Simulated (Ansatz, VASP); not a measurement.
Two plane-wave programs on In

```xyz
1
Lattice="3.0868 0.0000 0.0000 0.0000 3.0868 0.0000 0.0000 0.0000 3.0868" Properties=species:S:1:pos:R:3 pbc="T T T"
In    0.0000    0.0000    0.0000
```

Alike in both runs: task electric field gradients; functional PBE; k mesh 12 × 12 × 12; occupations fermi-dirac, width 0.03 eV; no spin polarisation.

```csv
,VASP,Ansatz
version,VASP 6.6.1,Ansatz 0.2.0
potentials or method,"VASP PAW PBE potentials, release 64 (In_d)","PAW with Ansatz's default frozen-core files, scalar-relativistic"
plane-wave cutoff (eV),520,420
valence electrons in the cell,13,13
```

```csv
,VASP,Ansatz,Ansatz less VASP
pressure (GPa),0.0,0.0,+0.02
Vzz of the field gradient on the site that differs most (V/Å²),0.0,0.0,0.00
```

The functional is the same, so the differences come from potentials, cutoffs and numerics. Ansatz warned: «gradients_without_spin_orbit».
